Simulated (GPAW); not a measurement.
# CdTe (F-43m) in GPAW: notebook

One crystal, CdTe, is run at these levels: PBE, C09-vdW, LDA, TPSS+D4; tasks: band structure, one-shot levels of the hybrid HSE06, equation of state.

Program: GPAW 26.7.0. These are calculated values, not measurements. Logs are shortened: lines on timing, memory, paths and dates and some standing lists are left out, and cuts for length are marked. The log counts tension as positive stress, the text compression.

**Experimental background.**

A printed reference work, data compilation reports, for a bulk crystal of CdTe at 0 K: band gap 1.607 eV.

The runs below are set against these values where they give the same quantity.

## Step 1: The crystal as given

It takes space group F-43m (No. 216, cubic). The conventional cell has a = 6.410 Å, b = 6.410 Å, c = 6.410 Å, α = 90.00°, β = 90.00°, γ = 90.00°. Te (site symmetry -43m) is surrounded by 4 Cd at 2.78 Å. Cd (site symmetry -43m) has 4 Te at 2.78 Å as nearest neighbours.

## Step 2: Band structure, PBE

Contents of run.py:

```python
from ase import Atoms
from ase.dft.bandgap import bandgap
from ase.io import write
from gpaw import GPAW

atoms = Atoms(['Te', 'Cd'],
              cell=[[0.0, 3.205, 3.205],
                    [3.205, 0.0, 3.205],
                    [3.205, 3.205, 0.0]],
              scaled_positions=[[0.75, 0.75, 0.75],
                                [0.0, 0.0, 0.0]],
              pbc=True)

calc = GPAW(mode='lcao',
            h=0.2,
            basis='dzp',
            xc='PBE',
            kpts={'size': (6, 6, 6), 'gamma': True},
            occupations={'name': 'fermi-dirac', 'width': 0.05},
            convergence={'density': 1e-05, 'energy': 1e-05},
            maxiter=150,
            txt='gpaw.txt')
atoms.calc = calc
energy = atoms.get_potential_energy()
forces = atoms.get_forces()
calc.write('gs.gpw')
write('result.traj', atoms)
print(f'Energy: {energy:.6f} eV')
print('Forces (eV/A):')
print(forces.round(4))
print('Fermi level:', round(calc.get_fermi_level(), 4), 'eV')
print(f'Gap: {bandgap(calc)[0]:.4f} eV, direct: {bandgap(calc, direct=True)[0]:.4f} eV')

path = atoms.cell.bandpath('GXWKGLUWLK,UX', npoints=80, eps=1e-4)
bs_calc = calc.fixed_density(kpts=path, symmetry='off', txt='bands.txt')
bs = bs_calc.band_structure()
bs.write('bs.json')
print(f'Gap on the path: {bandgap(bs_calc)[0]:.4f} eV')
```

Potentials or basis: GPAW PAW data sets (gpaw-data 1.2.1), lcao:dzp.

Started as:

```console
$ OMP_NUM_THREADS=1 python run.py
```

gpaw.txt:

```text
__  _  _
 | _ |_)|_||  |
 |__||  | ||/\| - 26.7.0

Input parameters:
  mode=LCAO(),
  basis={'default': 'dzp'},
  convergence={'density': 1e-05, 'energy': 1e-05},
  h=0.2,
  kpts=MonkhorstPack(size=(6, 6, 6), gamma=True),
  maxiter=150,
  occupations=Occupations(name='fermi-dirac', width=0.05),
  xc=XC(name='PBE')

                      Te

       Cd

Atoms  # Å, Bohr magnetons
|   | symbol |        x |        y |        z |    initial magnetic moments |
|---|--------|----------|----------|----------|-----------------------------|
| 0 |     Te | 4.807500 | 4.807500 | 4.807500 | ( 0.0000,  0.0000,  0.0000) |
| 1 |     Cd | 0.000000 | 0.000000 | 0.000000 | ( 0.0000,  0.0000,  0.0000) |

Unit cell  # Å
| periodic |        x |        y |        z |  lengths |    angles |
|----------|----------|----------|----------|----------|-----------|
|      yes | 0.000000 | 3.205000 | 3.205000 | 4.532554 | 60.000000 |
|      yes | 3.205000 | 0.000000 | 3.205000 | 4.532554 | 60.000000 |
|      yes | 3.205000 | 3.205000 | 0.000000 | 4.532554 | 60.000000 |

Number of symmetries: 24
Symmetry operations  # r_c * U_cc + t_c -> r_c
|    | kind |            matrix            |
|----|------|------------------------------|
|  0 |  E   |  1, 0, 0,  0, 1, 0,  0, 0, 1 |
|  1 |  σ   |  1, 0, 0,  0, 0, 1,  0, 1, 0 |
|  2 |  σ   |  1, 0,-1,  0, 1,-1,  0, 0,-1 |
|  3 |  C3  |  1, 0,-1,  0, 0,-1,  0, 1,-1 |
|  4 |  C3  |  1,-1, 0,  0,-1, 1,  0,-1, 0 |
|  5 |  σ   |  1,-1, 0,  0,-1, 0,  0,-1, 1 |
|  6 |  σ   |  0, 1, 0,  1, 0, 0,  0, 0, 1 |
|  7 |  C3  |  0, 1, 0,  0, 0, 1,  1, 0, 0 |
|  8 |  C2  |  0, 1,-1,  1, 0,-1,  0, 0,-1 |
|  9 |  S4  |  0, 1,-1,  0, 0,-1,  1, 0,-1 |
| 10 |  C3  |  0, 0, 1,  1, 0, 0,  0, 1, 0 |
| 11 |  σ   |  0, 0, 1,  0, 1, 0,  1, 0, 0 |
| 12 |  S4  |  0, 0,-1,  1, 0,-1,  0, 1,-1 |
| 13 |  C3  |  0, 0,-1,  0, 1,-1,  1, 0,-1 |
| 14 |  S4  |  0,-1, 1,  1,-1, 0,  0,-1, 0 |
| 15 |  C2  |  0,-1, 1,  0,-1, 0,  1,-1, 0 |
| 16 |  C3  |  0,-1, 0,  1,-1, 0,  0,-1, 1 |
| 17 |  S4  |  0,-1, 0,  0,-1, 1,  1,-1, 0 |
| 18 |  S4  | -1, 1, 0, -1, 0, 1, -1, 0, 0 |
| 19 |  C3  | -1, 1, 0, -1, 0, 0, -1, 0, 1 |
| 20 |  C3  | -1, 0, 1, -1, 1, 0, -1, 0, 0 |
| 21 |  S4  | -1, 0, 1, -1, 0, 0, -1, 1, 0 |
| 22 |  σ   | -1, 0, 0, -1, 1, 0, -1, 0, 1 |
| 23 |  C2  | -1, 0, 0, -1, 0, 1, -1, 1, 0 |

BZ-sampling:
  Number of BZ points: 216
  Number of IBZ points: 16

  Monkhorst-Pack size: [6, 6, 6]
  Monkhorst-Pack shift: [0.08333333333333333, 0.08333333333333333, 0.08333333333333333]

K-points  # in reciprocal-cell coordinates
|     |                                coordinates |     weight |
|-----|--------------------------------------------|------------|
|   0 | (  0.00000000,   0.00000000,   0.00000000) | 0.00462963 |
|   1 | (  0.16666667,   0.16666667,   0.00000000) | 0.02777778 |
|   2 | (  0.16666667,   0.16666667,   0.16666667) | 0.03703704 |
|   3 | (  0.33333333,   0.16666667,   0.16666667) | 0.05555556 |
|   4 | (  0.33333333,   0.33333333,  -0.33333333) | 0.05555556 |
|   5 | (  0.33333333,   0.33333333,   0.00000000) | 0.02777778 |
|   6 | (  0.33333333,   0.33333333,   0.16666667) | 0.11111111 |
|   7 | (  0.33333333,   0.33333333,   0.33333333) | 0.03703704 |
|   8 | (  0.50000000,   0.33333333,  -0.33333333) | 0.11111111 |
|   9 | (  0.50000000,   0.33333333,  -0.16666667) | 0.05555556 |
| ... |                                            |            |
|  15 | (  0.50000000,   0.50000000,   0.50000000) | 0.01851852 |

basis functions: 34
Spin-components: 1 (collinear spins)
Bands:           13
Projectors:      11
Spin-degeneracy: 2
Datatype:        <class 'complex'>

Parallelization:
  kpt:    1
  domain: 1
  band:   1

Density:
  Valence electrons: 18.0
  Components: 1
  Grid points: [20 20 20]
  Charge: 0.0  # |e|

Potential:
  Grid points: [20 20 20]

species:
  Te:
    name:    Tellurium
    Z:       52.0
    valence: 6
    core:    46
    charge:  0.0  # [|e|]
    compensation charges:
      type: gauss
      rc: 0.36  # [Å]
      lmax: 2
    cutoffs:
      filter: 2.09  # [Å]
      core: 3.17  # [Å]
    projectors
    | kind |    occ | energy [eV] | rcut [Å] |
    |------|--------|-------------|----------|
    |   5s |  2.000 |     -15.089 |    1.180 |
    |   5p |  4.000 |      -5.955 |    1.196 |
    |    s |        |      12.123 |    1.180 |
    |    p |        |      21.256 |    1.196 |
    |    d |        |       0.000 |    1.238 |

    LCAO basis set for Te:
      Name: dzp
      File: <dir>
      Number of radial functions: 5
      Number of spherical harmonics: 13
        l=0, rc=6.2500 Bohr: 5s-sz confined orbital
        l=1, rc=8.0156 Bohr: 5p-sz confined orbital
        l=0, rc=3.5469 Bohr: 5s-dz split-valence wave
        l=1, rc=4.6875 Bohr: 5p-dz split-valence wave
        l=2, rc=8.0156 Bohr: d-type Gaussian polarization
      Number of RI-basis functions 0

[... 96 lines left out ...]
|  9 |  S4  |  0, 1,-1,  0, 0,-1,  1, 0,-1 |
| 10 |  C3  |  0, 0, 1,  1, 0, 0,  0, 1, 0 |
| 11 |  σ   |  0, 0, 1,  0, 1, 0,  1, 0, 0 |
| 12 |  S4  |  0, 0,-1,  1, 0,-1,  0, 1,-1 |
| 13 |  C3  |  0, 0,-1,  0, 1,-1,  1, 0,-1 |
| 14 |  S4  |  0,-1, 1,  1,-1, 0,  0,-1, 0 |
| 15 |  C2  |  0,-1, 1,  0,-1, 0,  1,-1, 0 |
| 16 |  C3  |  0,-1, 0,  1,-1, 0,  0,-1, 1 |
| 17 |  S4  |  0,-1, 0,  0,-1, 1,  1,-1, 0 |
| 18 |  S4  | -1, 1, 0, -1, 0, 1, -1, 0, 0 |
| 19 |  C3  | -1, 1, 0, -1, 0, 0, -1, 0, 1 |
| 20 |  C3  | -1, 0, 1, -1, 1, 0, -1, 0, 0 |
| 21 |  S4  | -1, 0, 1, -1, 0, 0, -1, 1, 0 |
| 22 |  σ   | -1, 0, 0, -1, 1, 0, -1, 0, 1 |
| 23 |  C2  | -1, 0, 0, -1, 0, 1, -1, 1, 0 |

BZ-sampling:
  Number of BZ points: 216
  Number of IBZ points: 16

  Monkhorst-Pack size: [6, 6, 6]
  Monkhorst-Pack shift: [0.08333333333333333, 0.08333333333333333, 0.08333333333333333]

K-points  # in reciprocal-cell coordinates
|     |                                coordinates |     weight |
|-----|--------------------------------------------|------------|
|   0 | (  0.00000000,   0.00000000,   0.00000000) | 0.00462963 |
|   1 | (  0.16666667,   0.16666667,   0.00000000) | 0.02777778 |
|   2 | (  0.16666667,   0.16666667,   0.16666667) | 0.03703704 |
|   3 | (  0.33333333,   0.16666667,   0.16666667) | 0.05555556 |
|   4 | (  0.33333333,   0.33333333,  -0.33333333) | 0.05555556 |
|   5 | (  0.33333333,   0.33333333,   0.00000000) | 0.02777778 |
|   6 | (  0.33333333,   0.33333333,   0.16666667) | 0.11111111 |
|   7 | (  0.33333333,   0.33333333,   0.33333333) | 0.03703704 |
|   8 | (  0.50000000,   0.33333333,  -0.33333333) | 0.11111111 |
|   9 | (  0.50000000,   0.33333333,  -0.16666667) | 0.05555556 |
| ... |                                            |            |
|  15 | (  0.50000000,   0.50000000,   0.50000000) | 0.01851852 |

basis functions: 34
Spin-components: 1 (collinear spins)
Bands:           13
Projectors:      11
Spin-degeneracy: 2
Datatype:        <class 'complex'>

Parallelization:
  kpt:    1
  domain: 1
  band:   1

Density:
  Valence electrons: 18.0
  Components: 1
  Grid points: [20 20 20]
  Charge: 0.0  # |e|

Potential:
  Grid points: [20 20 20]

species:
  Te:
    name:    Tellurium
    Z:       52.0
    valence: 6
    core:    46
    charge:  0.0  # [|e|]
    compensation charges:
      type: gauss
      rc: 0.36  # [Å]
      lmax: 2
    cutoffs:
      filter: 2.09  # [Å]
      core: 3.17  # [Å]
    projectors
    | kind |    occ | energy [eV] | rcut [Å] |
    |------|--------|-------------|----------|
    |   5s |  2.000 |     -15.089 |    1.180 |
    |   5p |  4.000 |      -5.955 |    1.196 |
    |    s |        |      12.123 |    1.180 |
    |    p |        |      21.256 |    1.196 |
    |    d |        |       0.000 |    1.238 |

    LCAO basis set for Te:
      Name: dzp
      File: <dir>
      Number of radial functions: 5
      Number of spherical harmonics: 13
        l=0, rc=6.2500 Bohr: 5s-sz confined orbital
        l=1, rc=8.0156 Bohr: 5p-sz confined orbital
        l=0, rc=3.5469 Bohr: 5s-dz split-valence wave
        l=1, rc=4.6875 Bohr: 5p-dz split-valence wave
        l=2, rc=8.0156 Bohr: d-type Gaussian polarization
      Number of RI-basis functions 0

  Cd:
    name:    Cadmium
    Z:       48.0
    valence: 12
    core:    36
    charge:  0.0  # [|e|]
    compensation charges:
      type: gauss
      rc: 0.38  # [Å]
      lmax: 2
    cutoffs:
      filter: 2.12  # [Å]
      core: 2.62  # [Å]
    projectors
    | kind |    occ | energy [eV] | rcut [Å] |
    |------|--------|-------------|----------|
    |   5s |  2.000 |      -5.655 |    1.191 |
    |   5p |  0.000 |      -1.186 |    1.228 |
    |   4d | 10.000 |     -11.739 |    1.164 |
    |    s |        |      21.556 |    1.191 |
    |    p |        |      26.026 |    1.228 |
    |    d |        |      15.473 |    1.164 |

    LCAO basis set for Cd:
      Name: dzp
      File: <dir>
      Number of radial functions: 7
      Number of spherical harmonics: 21
        l=0, rc=8.5781 Bohr: 5s-sz confined orbital
        l=1, rc=12.6406 Bohr: 5p-sz confined orbital
        l=2, rc=4.9062 Bohr: 4d-sz confined orbital
        l=0, rc=5.0625 Bohr: 5s-dz split-valence wave
        l=1, rc=7.7188 Bohr: 5p-dz split-valence wave
        l=2, rc=2.9844 Bohr: 4d-dz split-valence wave
        l=1, rc=8.5781 Bohr: p-type Gaussian polarization
      Number of RI-basis functions 0

Reference energy: -336963.801770  # eV

eigensolver:
  <gpaw.new.lcao.eigensolver.LCAOEigensolver object>
density mixing:
  MSR1-Mixer
  Pratt-step length: 0.05
  Maximum mixing coefficient: 0.75
  Old densities: 10
  SVD Regularization: 0.005
  Good broyden scale: 1.0
  Trust region scale: 1.0
  Backstep threshold: 4.0
  History deletion threshold: 6.0
  Fourier metric: weight=20.0, sigma=0.015

occupation numbers:
  Fermi-Dirac:
    width: 0.0500  # eV

FastPoissonSolver using
    Stencil: 12*3+1=37 point O(h^6) finite-difference Laplacian
    FFT axes: [np.int64(0), np.int64(1), np.int64(2)]
    FST axes: []

xc functional:
  name: PBE with 2 nearest neighbor stencil
interpolation: tri-quintic # 5. degree polynomial

convergence criteria:
[... 6 lines left out ...]
|iter     | |      energy | eigst |  dens |
|---------|-|-------------|-------|-------|
|iter:   1| |   -4.334718 |      c|       |
|iter:   2| |   -4.307938 |      c| -1.37 |
|iter:   3| |   -4.203955 |      c| -1.40 |
|iter:   4| |   -4.202545 |      c| -1.91 |
|iter:   5| |   -4.202279 |      c| -2.41 |
|iter:   6| |   -4.202278 |      c| -3.58 |
|iter:   7| |   -4.202277c|      c| -4.02 |
|iter:   8| |   -4.202277c|      c| -5.28c|

Converged in 8 steps
Energy contributions relative to reference atoms: (reference = -336963.801770)

Energy contributions:
  Kinetic:          24.470117
  Coulomb:         -21.132209
  Zero:              0.130073
  External:          0.000000
  Xc:               -7.670257
  Entropy:          -0.000002
  Spinorbit:         0.000000
  ----------------------------
  Free energy:      -4.202278
  Extrapolated:     -4.202277

dipole moment: (-16.449925, -16.449925, -16.449925)  # |e|*Ang

Fermi level: 4.600
Eigenvalues  # (at kpt = [0.000, 0.000, 0.000])
| band index |      eig [eV] | occ [0-2] |
|------------|---------------|-----------|
|          0 |        -7.249 |     2.000 |
|          1 |        -4.167 |     2.000 |
|          2 |        -4.167 |     2.000 |
|          3 |        -4.165 |     2.000 |
|          4 |        -3.823 |     2.000 |
|          5 |        -3.823 |     2.000 |
|          6 |         4.119 |     2.000 |
|          7 |         4.119 |     2.000 |
|          8 |         4.119 |     2.000 |
|          9 |         5.023 |     0.000 |
|         10 |         8.934 |     0.000 |
|         11 |         8.934 |     0.000 |
|         12 |         8.934 |     0.000 |

Gap: 0.904 eV
Transition (v -> c):
  (s=0, k=0, n=8, [0.00, 0.00, 0.00]) -> (s=0, k=0, n=9, [0.00, 0.00, 0.00])
No difference between direct/indirect transitions

Forces  # eV/Ang
|       x |        y |        z |
|---------|----------|----------|
| 0.00000 | -0.00000 | -0.00000 |  # Te   0
| 0.00000 | -0.00000 | -0.00000 |  # Cd   1

# Writing to gs.gpw (mode='')
```

It took 35 s on 1 thread of Arm Neoverse V1, shared host; peak memory 0.19 GiB.

What came out:

* Free energy: -4.2023 eV
* Band gap on the k mesh: 0.90 eV, direct
* Band gap along the path: 0.90 eV, direct

Levels at the corners of the path, in eV from the valence-band top:
| point | band 6 | band 7 | band 8 | band 9 | band 10 | band 11 | band 12 |
| --- | --- | --- | --- | --- | --- | --- | --- |
| Γ | -7.94 | 0.00 | 0.00 | 0.00 | 0.90 | 4.81 | 4.82 |
| X | -7.47 | -4.46 | -1.98 | -1.98 | 2.78 | 2.86 | 9.64 |
| W | -7.38 | -4.34 | -2.46 | -2.35 | 4.55 | 4.82 | 6.04 |
| K | -7.42 | -4.36 | -2.72 | -1.64 | 3.06 | 4.76 | 7.79 |
| Γ | -7.94 | 0.00 | 0.00 | 0.00 | 0.90 | 4.81 | 4.82 |
| L | -7.61 | -4.63 | -0.82 | -0.82 | 1.97 | 5.52 | 5.52 |
| U | -7.42 | -4.36 | -2.72 | -1.64 | 3.06 | 4.76 | 7.79 |
| W | -7.38 | -4.34 | -2.46 | -2.35 | 4.55 | 4.82 | 6.04 |
| L | -7.61 | -4.63 | -0.82 | -0.82 | 1.97 | 5.52 | 5.52 |
| K | -7.42 | -4.36 | -2.72 | -1.64 | 3.06 | 4.76 | 7.79 |
| U | -7.42 | -4.36 | -2.72 | -1.64 | 3.06 | 4.76 | 7.79 |
| X | -7.47 | -4.46 | -1.98 | -1.98 | 2.78 | 2.86 | 9.64 |

Caveat: the real-space grid adds noise to forces; spin-orbit coupling is left out, which moves the levels of the heavy elements; the basis of atomic orbitals isn't converged, which shifts pressures, moduli and gaps.

## Step 3: Band structure, C09-vdW, spin-orbit coupling, no magnetisation

Contents of run.py:

```python
import numpy as np
from ase.dft.bandgap import bandgap
from ase.io import write
from ase.spacegroup import crystal
from gpaw import GPAW, PW
from gpaw.spinorbit import soc_eigenstates

# Te 4c
# Cd 4a
atoms = crystal(['Te', 'Cd'],
                basis=[[0.25, 0.25, 0.25],
                       [0.0, 0.0, 0.0]],
                spacegroup=216, setting=1,  # F-43m
                cellpar=[6.41, 6.41, 6.41, 90.0, 90.0, 90.0],
                primitive_cell=True)

calc = GPAW(mode=PW(600),
            xc={'name': 'C09-vdW', 'backend': 'libvdwxc'},
            kpts={'size': (6, 6, 6), 'gamma': True},
            occupations={'name': 'fermi-dirac', 'width': 0.05},
            nbands=18,
            convergence={'density': 1e-05, 'energy': 1e-05},
            maxiter=150,
            txt='gpaw.txt')
atoms.calc = calc
energy = atoms.get_potential_energy()
forces = atoms.get_forces()
calc.write('gs.gpw')
write('result.traj', atoms)
print(f'Energy: {energy:.6f} eV')
print('Forces (eV/A):')
print(forces.round(4))
print('Fermi level:', round(calc.get_fermi_level(), 4), 'eV')
print(f'Gap: {bandgap(calc)[0]:.4f} eV, direct: {bandgap(calc, direct=True)[0]:.4f} eV')

path = atoms.cell.bandpath('GXWKGLUWLK,UX', npoints=60, eps=1e-4)
bs_calc = calc.fixed_density(kpts=path, symmetry='off', nbands=31,
                             convergence={'bands': 'CBM+6.0', 'eigenstates': 1e-6}, txt='bands.txt')
bs = bs_calc.band_structure()
bs.write('bs.json')
print(f'Gap on the path: {bandgap(bs_calc)[0]:.4f} eV')

soc = soc_eigenstates(bs_calc, theta=90, phi=45)
np.savetxt('soc_bands.dat', soc.eigenvalues(), fmt='%.4f')
mesh = soc_eigenstates('gs.gpw', theta=90, phi=45)
np.savetxt('soc_mesh.dat', mesh.eigenvalues(), fmt='%.4f')
print('Fermi level with spin-orbit coupling:', round(mesh.fermi_level, 4), 'eV')
```

Potentials or basis: GPAW PAW data sets (gpaw-data 1.2.1), pw.

Started as:

```console
$ OMP_NUM_THREADS=1 python run.py
```

It took 59 s on 1 thread of Arm Neoverse V1, shared host; peak memory 0.33 GiB.

Results (log left out):

- Free energy: 103.8089 eV
- Band gap on the k mesh: 0.48 eV, direct
- Band gap along the path: 0.48 eV, direct

Levels at the corners of the path, in eV from the valence-band top:
| point | band 16 | band 17 | band 18 | band 19 | band 20 | band 21 |
| --- | --- | --- | --- | --- | --- | --- |
| Γ | 0.00 | 0.00 | 0.00 | 0.48 | 0.48 | 3.96 |
| X | -2.51 | -2.14 | -2.14 | 2.09 | 2.09 | 2.29 |
| W | -2.65 | -2.63 | -2.61 | 3.76 | 4.22 | 4.24 |
| K | -2.94 | -1.97 | -1.94 | 2.46 | 2.48 | 4.06 |
| Γ | 0.00 | 0.00 | 0.00 | 0.48 | 0.48 | 3.96 |
| L | -1.45 | -0.86 | -0.86 | 1.47 | 1.47 | 4.72 |
| U | -2.94 | -1.97 | -1.94 | 2.46 | 2.48 | 4.06 |
| W | -2.65 | -2.63 | -2.61 | 3.76 | 4.22 | 4.24 |
| L | -1.45 | -0.86 | -0.86 | 1.47 | 1.47 | 4.72 |
| K | -2.94 | -1.97 | -1.94 | 2.46 | 2.48 | 4.06 |
| U | -2.94 | -1.97 | -1.94 | 2.46 | 2.48 | 4.06 |
| X | -2.51 | -2.14 | -2.14 | 2.09 | 2.09 | 2.29 |

Caveat: spin-orbit coupling was added after a scalar SCF, so levels and gaps hold it while energy, forces, pressure and moments don't; this program's spin-orbit splittings come out too wide for heavy elements; the PAW data sets were made with another functional, which shifts forces and pressure a little.

(Continued in part 2 of 2.)
